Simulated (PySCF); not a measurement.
These 2 structures share the formula [C6H8N]+ (charge +1). Method used: PBE0-D3(BJ)/def2-SVP geometry optimisation, gas phase in PySCF. Energies are electronic, without zero-point or thermal terms, for one conformer each. No frequencies were run at this level. Point groups hold within 0.08 Å.

Question: Rank from lowest to highest electronic energy at this level (kcal/mol).
A. `C[n+]1ccccc1` (N-methylpyridinium)
B. `[NH3+]C1=CC=CC=C1`

Answer: A (0.0), B (5.1).

As drawn, the higher has an N–H bond, which the lower lacks.

| SMILES | E (Eh) | E rel (kcal/mol) | dipole about centre of mass (D) | point group | A, B, C (MHz) |
| --- | --- | --- | --- | --- | --- |
| C[n+]1ccccc1 | -287.43135 | 0.0 | 1.17 | – | 5670, 2621, 1814 |
| [NH3+]c1ccccc1 | -287.42321 | 5.1 | 7.45 | near Cs | 5461, 2485, 1724 |

Q: How do the relative energies change in single points at PBE0/pcSseg-1 (no added dispersion term) on the same geometries?

A: 
| SMILES | PBE0-D3(BJ)/def2-SVP (kcal/mol) | PBE0/pcSseg-1 (kcal/mol) | shift |
| --- | --- | --- | --- |
| C[n+]1ccccc1 | 0.0 | 0.0 | 0.0 |
| [NH3+]c1ccccc1 | 5.1 | 7.2 | +2.1 |

Each column counts from its own lowest isomer. The order is unchanged; the largest shift is 2.1 kcal/mol.
